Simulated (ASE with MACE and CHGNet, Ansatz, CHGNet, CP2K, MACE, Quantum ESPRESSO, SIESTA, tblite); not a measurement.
**Machine-learned potentials on fluorite-type CdF2, an end member of the CaF2–CdF2 series (96 atoms): settings against a plane-wave reference**

How do the settings of machine-learned potentials change the result for fluorite-type CdF2, an end member of the CaF2–CdF2 series (96 atoms)? A plane-wave run serves as the yardstick.

Main program and level: ASE with MACE and CHGNet; the method is named at each step.

### 1. Set-up

The cell holds 96 atoms: 32 Cd and 64 F. Its edges and angles: a = 10.780 Å, b = 10.780 Å, c = 10.780 Å, α = 90.0°, β = 90.0°, γ = 90.0°. It derives from CaF2 (fluorite-type), repeated 2×2×2. Fluorite-type CaF2, 2 x 2 x 2 conventional cells, 32 of 32 Ca sites given to Cd at random (x = 1.000), lattice by Vegard's rule (a = 5.39 Å); every coordinate displaced by a Gaussian of 0.09 Å. Then every atom was moved at random, 0.03 Å r.m.s. a Cartesian component.

The yardstick, on the same geometry:

- method: Kohn-Sham DFT, PBE, PAW, plane waves (Ansatz 0.2.0); cutoff 420 eV, Γ point, fermi-dirac smearing of 0.05 eV; PAW set soft_2
- r.m.s. force component: 0.9946 eV/Å
- longest force: 5.518 eV/Å
- pressure: 9.47 GPa
- gap (highest filled to lowest empty level): 2.107 eV
- SCF cycles: 9
- time: 15 s on 8 threads of Arm Neoverse V2, shared host
- CPU time: 1.9 min

### 2. MACE MPA-0 medium potential

Method: machine-learned interatomic potential MACE MPA-0 medium, trained on PBE(+U) plane-wave data.

run.py reads:

```python
import numpy as np
from ase.io import read
import mlip  # loads the published weights by name

atoms = read("structure.xyz")
atoms.calc = mlip.calc("mace-mpa-0-medium")
energy = atoms.get_potential_energy()
forces = atoms.get_forces()
print(f"energy {energy:.6f} eV")
print("forces (eV/A)")
for i, (a, f) in enumerate(zip(atoms, forces)):
    print(f"{i:4d} {a.symbol:2s} {f[0]:10.5f} {f[1]:10.5f} {f[2]:10.5f}")
stress = -atoms.get_stress(voigt=False) * 160.21766
print("stress (GPa, compression positive)")
for row in stress:
    print(" ".join(f"{x:10.4f}" for x in row))
```

structure.xyz reads:

```xyz
96
Lattice="10.78000 0.00000 0.00000 0.00000 10.78000 0.00000 0.00000 0.00000 10.78000" Properties=species:S:1:pos:R:3 pbc="T T T"
Cd 10.73171 10.70993 10.75639
F 1.27042 1.33888 1.30664
F 3.95022 4.04638 3.98353
Cd 10.71446 2.58095 2.56812
F 1.47395 4.06956 4.03927
F 3.93556 1.36345 1.61732
Cd 2.68487 0.03741 2.63797
F 4.21972 1.44053 3.86377
F 1.32033 4.11106 1.41682
Cd 2.72788 2.62439 10.69710
F 3.92931 3.82485 1.34966
F 1.21631 1.22418 4.09090
Cd 0.05562 0.10381 5.39496
F 1.41229 1.37240 6.76078
F 3.83876 3.92457 9.52639
Cd 0.04484 2.64584 8.21382
F 1.26018 3.97739 9.43886
F 4.01264 1.21652 6.77448
Cd 2.72583 0.15146 8.09492
F 4.12227 1.30039 9.47573
F 1.40334 4.03603 6.67735
Cd 2.64983 2.71839 5.48271
F 3.98008 4.06632 6.79345
F 1.29511 1.18257 9.59345
Cd 0.02544 5.43129 10.76793
F 1.44571 6.80466 1.34319
F 3.90398 9.44468 4.11160
Cd 0.12181 8.00976 2.84366
F 1.32928 9.37698 3.85320
F 3.95507 6.55154 1.34782
Cd 2.65943 5.47365 2.61469
F 3.95012 6.79312 4.07667
F 1.37111 9.56887 1.20898
Cd 2.78113 8.16208 0.02350
F 3.94203 9.34130 1.22342
F 1.23064 6.96151 3.99550
Cd 0.02566 5.34009 5.27735
F 1.49486 6.70063 6.67670
F 4.04013 9.23609 9.47217
Cd 10.76383 8.01267 8.22234
F 1.42285 9.46484 9.28201
F 4.16173 6.87656 6.65643
Cd 2.67851 5.41965 7.95833
F 4.01275 6.88357 9.39596
F 1.47384 9.53221 6.66603
Cd 2.66676 8.15302 5.30009
F 4.00078 9.49869 6.88734
F 1.19949 6.57483 9.41892
Cd 5.37825 0.05196 10.72200
F 6.73825 1.37704 1.37564
F 9.40070 4.30068 3.95885
Cd 5.32791 2.61889 2.70643
F 6.68554 3.90484 4.05921
F 9.43757 1.33909 1.36248
Cd 8.00900 10.77968 2.56402
F 9.25970 1.36755 4.05867
[... 36 atom lines left out ...]
F 6.75313 9.50483 6.57666
Cd 8.14073 8.09179 5.23606
F 9.33634 9.44792 6.70225
F 6.83959 6.68252 9.40339
```

Command:

```
$ OMP_NUM_THREADS=1 python run.py > output.txt
```

The program printed:

```text
energy -348.494820 eV
forces (eV/A)
   0 Cd    0.22671    0.49866   -0.02811
   1 F     0.39276    0.34226    0.13160
   2 F     0.46665    0.33530    0.75033
   3 Cd    0.47827    1.05186    0.81400
   4 F    -0.79506   -0.13085   -0.02907
   5 F     0.25246   -0.71692   -2.69816
   6 Cd   -0.78489   -0.68743    0.73338
   7 F    -2.35093   -1.89999    3.32734
   8 F    -0.38734   -0.18801   -0.33477
   9 Cd   -1.24332   -0.29279    1.50799
  10 F     0.64894    0.88862   -0.13016
  11 F     0.93634    1.12330   -0.81288
  12 Cd   -1.34725   -1.53726    0.64048
  13 F    -0.31104    0.42837    0.26334
  14 F     1.44084    1.37259   -1.29825
  15 Cd   -0.20373   -0.06488   -0.82902
  16 F     0.40518    0.10633   -0.10134
  17 F     0.32308    1.32811   -0.70019
  18 Cd   -0.78999   -1.57209    0.60651
  19 F    -0.03430    0.12722   -0.27087
  20 F    -0.58078    0.20188    0.46182
  21 Cd    0.60149   -0.30787   -1.35393
  22 F     0.39621   -0.46044    0.07529
  23 F     0.45173    0.77292   -0.75856
[...]
88 F     0.72811   -0.51600   -0.68703
  89 F     0.55128   -0.21112    1.47671
  90 Cd   -0.21077   -0.68610   -0.60570
  91 F     0.05750   -1.01561   -0.16635
  92 F    -0.19420   -0.79425    1.32379
  93 Cd   -1.03699    0.01334    2.18084
  94 F     0.66971    0.05494    0.77468
  95 F    -0.59307    0.16042   -0.12615
stress (GPa, compression positive)
    9.9577     0.3027    -0.3374
    0.3027     9.9775    -0.7063
   -0.3374    -0.7063     9.5261
```

Wall time 7.3 s (1 thread of Arm Neoverse V2, shared host); peak memory 1.1 GiB.

Banners, paths, timers and routine set-up lines are dropped from the logs unmarked, and long logs keep their key lines alone; longer cuts are marked.

Compared with the plane-wave run:

- r.m.s. force component: 1.015 eV/Å
- r.m.s. difference of force components: 51.36 meV/Å
- longest difference of force vectors: 263.2 meV/Å
- force difference over r.m.s. force: 5.164 %
- slope of forces against the reference's: 1.019
- correlation of force components: 0.9989
- pressure: 9.82 GPa
- pressure difference: 0.3509 GPa

Length of the force difference by element (eV/Å):

| element | atoms | mean | most |
| --- | --- | --- | --- |
| Cd | 32 | 0.11 | 0.26 |
| F | 64 | 0.062 | 0.15 |

Local excerpt of 9 atoms (numbers count through the whole input) about Cd67, which has 7 bonded neighbours where the commonest count for Cd is 8; x, y, z are measured from there.

| atom | x | y | z | distance (Å) | bonds | Fx | Fy | Fz (eV/Å) |
| --- | --- | --- | --- | --- | --- | --- | --- | --- |
| Cd67 | 0.00 | 0.00 | 0.00 | 0.00 | 7 | 1.18 | -0.34 | -0.38 |
| F62 | -1.39 | 1.16 | -1.25 | 2.20 | 3 | 0.71 | 0.92 | -0.64 |
| F72 | -1.27 | 1.36 | 1.30 | 2.27 | 4 | -0.16 | -0.18 | 0.15 |
| F95 | 1.33 | -1.30 | -1.38 | 2.31 | 4 | 0.67 | 0.05 | 0.77 |
| F93 | -1.25 | -1.24 | -1.50 | 2.32 | 4 | -0.19 | -0.79 | 1.32 |
| F89 | -1.33 | -1.24 | 1.53 | 2.38 | 4 | 0.73 | -0.52 | -0.69 |
| F68 | 1.37 | 1.46 | 1.30 | 2.39 | 4 | 0.09 | -1.57 | -0.25 |
| F66 | 1.47 | 1.41 | -1.37 | 2.45 | 4 | -0.37 | -0.03 | 0.15 |
| F87 | 1.66 | -1.53 | 1.45 | 2.68 | 3 | -1.51 | 1.04 | -0.49 |

Atoms are counted from 1 here, from 0 in the log.

Forces lie 5.2 % from the reference's, at 0.063 times its CPU time (on 1 against 8 cores).

### 3. CHGNet 0.3.0 potential

Method: machine-learned interatomic potential CHGNet 0.3.0, trained on PBE(+U) plane-wave data.

run.py, as its differences from that of step 2:

```diff
@@ -5,3 +5,3 @@
 atoms = read("structure.xyz")
-atoms.calc = mlip.calc("mace-mpa-0-medium")
+atoms.calc = mlip.calc("chgnet-0.3.0")
 energy = atoms.get_potential_energy()
```

structure.xyz is that of step 2.

The program printed:

```text
CHGNet v0.3.0 initialized with 412,525 parameters
CHGNet will run on cpu
energy -376.863953 eV
forces (eV/A)
   0 Cd    0.20675    0.44527   -0.03175
   1 F     0.34420    0.36410    0.28457
   2 F     0.54357    0.29063    0.66669
   3 Cd    0.46314    1.00048    0.71225
   4 F    -0.80768   -0.11482    0.00330
   5 F     0.16954   -0.60390   -2.65344
   6 Cd   -0.68213   -0.65081    0.65871
   7 F    -2.20554   -1.79489    3.29459
   8 F    -0.39410   -0.16098   -0.34202
   9 Cd   -1.05561   -0.24671    1.31389
  10 F     0.59237    0.80469   -0.11235
  11 F     0.88110    1.07057   -0.82803
  12 Cd   -1.25895   -1.41149    0.71657
  13 F    -0.36864    0.34263    0.25287
  14 F     1.31981    1.30247   -1.19842
  15 Cd   -0.25439    0.00072   -0.77210
  16 F     0.30960    0.08003   -0.03609
  17 F     0.38418    1.28949   -0.73976
  18 Cd   -0.76858   -1.44275    0.58806
  19 F    -0.10883    0.10977   -0.25210
  20 F    -0.53079    0.18721    0.42103
  21 Cd    0.54991   -0.19583   -1.25602
  22 F     0.35257   -0.43547    0.03594
  23 F     0.50423    0.83014   -0.83977
[...]
88 F     0.67405   -0.55771   -0.69904
  89 F     0.59127   -0.21376    1.42233
  90 Cd   -0.25693   -0.62228   -0.58228
  91 F     0.13318   -0.99983   -0.13897
  92 F    -0.26915   -0.71178    1.28379
  93 Cd   -0.96856   -0.08069    2.03937
  94 F     0.71658    0.05463    0.70187
  95 F    -0.60522    0.17405   -0.13016
stress (GPa, compression positive)
   10.7646     0.3094    -0.3282
    0.3094    10.8260    -0.7477
   -0.3282    -0.7477    10.4007
```

It took 4.1 s on 1 thread; peak memory 1.5 GiB.

Numbers from this run, and their distance from the reference:

- r.m.s. force component: 0.9587 eV/Å
- r.m.s. difference of force components: 64.41 meV/Å
- longest difference of force vectors: 235 meV/Å
- force difference over r.m.s. force: 6.477 %
- slope of forces against the reference's: 0.9625
- correlation of force components: 0.9985
- pressure: 10.66 GPa
- pressure difference: 1.194 GPa

Against the first run (5.2 %), the force difference from the reference is 6.5 %, at 0.50 times the CPU time.

### 4. MACE MP-0b2 small potential

Method: machine-learned interatomic potential MACE MP-0b2 small, trained on PBE(+U) plane-wave data.

run.py, as its differences from that of step 3:

```diff
@@ -5,3 +5,3 @@
 atoms = read("structure.xyz")
-atoms.calc = mlip.calc("chgnet-0.3.0")
+atoms.calc = mlip.calc("mace-mp-0b2-small")
 energy = atoms.get_potential_energy()
```

structure.xyz is that of step 3.

The program printed:

```text
energy -349.426906 eV
forces (eV/A)
   0 Cd    0.17461    0.57319   -0.12986
   1 F     0.41423    0.35498    0.11566
   2 F     0.42544    0.35699    0.72054
   3 Cd    0.51382    1.07318    0.93112
   4 F    -0.76440   -0.11159   -0.11558
   5 F     0.10715   -0.75236   -2.66294
   6 Cd   -0.65898   -0.63821    0.77500
   7 F    -2.27009   -1.83714    3.22164
   8 F    -0.43230   -0.25300   -0.35304
   9 Cd   -1.21228   -0.25134    1.44086
  10 F     0.64132    0.91317   -0.08879
  11 F     0.93049    1.08234   -0.83870
  12 Cd   -1.36372   -1.53196    0.55825
  13 F    -0.35645    0.42669    0.28176
  14 F     1.40626    1.36391   -1.21195
  15 Cd   -0.21082   -0.04826   -0.86080
  16 F     0.38274    0.09330   -0.08633
  17 F     0.27383    1.26009   -0.78727
  18 Cd   -0.78402   -1.54279    0.62836
  19 F    -0.04877    0.07454   -0.24212
  20 F    -0.64199    0.18546    0.44809
  21 Cd    0.63005   -0.35001   -1.37454
  22 F     0.36745   -0.42735    0.03035
  23 F     0.43851    0.74655   -0.69312
[...]
88 F     0.69626   -0.47267   -0.70923
  89 F     0.60574   -0.18494    1.39701
  90 Cd   -0.29882   -0.67048   -0.58935
  91 F     0.08810   -1.06549   -0.14890
  92 F    -0.25631   -0.79750    1.28038
  93 Cd   -1.11772   -0.03360    2.35801
  94 F     0.76401    0.12559    0.73878
  95 F    -0.62060    0.13446   -0.14613
stress (GPa, compression positive)
   10.5282     0.2501    -0.3002
    0.2501    10.5207    -0.6571
   -0.3002    -0.6571    10.0231
```

Elapsed: 5.6 s, on 1 thread; peak memory 0.67 GiB.

Numbers from this run, and their distance from the reference:

| Quantity | Value |
| --- | --- |
| r.m.s. force component | 1.015 eV/Å |
| r.m.s. difference of force components | 79.12 meV/Å |
| longest difference of force vectors | 370 meV/Å |
| force difference over r.m.s. force | 7.956 % |
| slope of forces against the reference's | 1.018 |
| correlation of force components | 0.9971 |
| pressure | 10.36 GPa |
| pressure difference | 0.8878 GPa |

Against the first run (5.2 %), the force difference from the reference is 8.0 %, at 0.76 times the CPU time.

### 5. The ladder

Differences are against the plane-wave reference, forces as r.m.s. over components; share is that over the reference's r.m.s. force, slope the least-squares factor from reference forces to these. Total energies of different programs have different zeros and aren't compared.

| run | Δ force, r.m.s. (meV/Å) | share (%) | slope | Δ pressure (GPa) | cores | CPU time | memory (GiB) |
| --- | --- | --- | --- | --- | --- | --- | --- |
| reference | - | - | - | - | 8 | 1.9 min | 2.3 |
| MACE MPA-0 medium potential | 51.4 | 5.16 | 1.019 | 0.351 | 1 | 7.2 s | 1.1 |
| CHGNet 0.3.0 potential | 64.4 | 6.48 | 0.963 | 1.19 | 1 | 3.6 s | 1.5 |
| MACE MP-0b2 small potential | 79.1 | 7.96 | 1.018 | 0.888 | 1 | 5.5 s | 0.67 |

Times of the machine-learned potentials are mostly Python's start and the loading of weights.

CPU time is summed over cores on a shared host, where runs went side by side, so it is rough. Symmetry, cutoffs, thresholds, outputs and thread counts weren't matched or tuned between programs; memory under MPI is the largest rank's times the ranks.

A second geometry, displaced anew (every atom was moved at random, 0.08 Å r.m.s. a Cartesian component), gives an energy difference that all programs can be tested on. The reference puts it at 93.05 meV/atom.

| run | energy less the first geometry's (meV/atom) | error (meV/atom) | force share at the second geometry (%) |
| --- | --- | --- | --- |
| MACE MPA-0 medium potential | 95.26 | 2.21 | 5.63 |
| CHGNet 0.3.0 potential | 92.28 | -0.765 | 5.70 |
| MACE MP-0b2 small potential | 92.64 | -0.411 | 6.25 |

### 6. Results

| Item | Value |
| --- | --- |
| nearest in forces | MACE MPA-0 medium potential, 5.2 % |
| its CPU time | 7.2 s |

**Reading.** Machine-learned potentials differ by 5.2 % (MACE MPA-0 medium potential) to 8.0 % (MACE MP-0b2 small potential); they were trained on other programs' data. The energy difference between the two geometries, 93.0 meV/atom in the reference, is met best by MACE MP-0b2 small potential (-0.411) and worst by MACE MPA-0 medium potential (+2.21). Machine-learned potentials mimic data converged in k, so the reference's own k-point error enters their differences. The reference's pressure of 9.5 GPa belongs to a cell and atoms that aren't relaxed at this level. The electronic-structure runs sample only Γ, in a cell whose shortest periodic width is 11 Å.

[Also dropped from logs without a mark: logging warnings of Python, and SIESTA's first energy breakdown and zero terms.]

[Logs are printed without paths, hosts, clocks, repeated set-up lines and the standing remarks that a program may print on its own settings, such as how far it seeks lower states.]

[Hosts, paths, dates, database ids (printed as entryN), source tags and the programs' standing remarks are cut or masked in the printed files.]
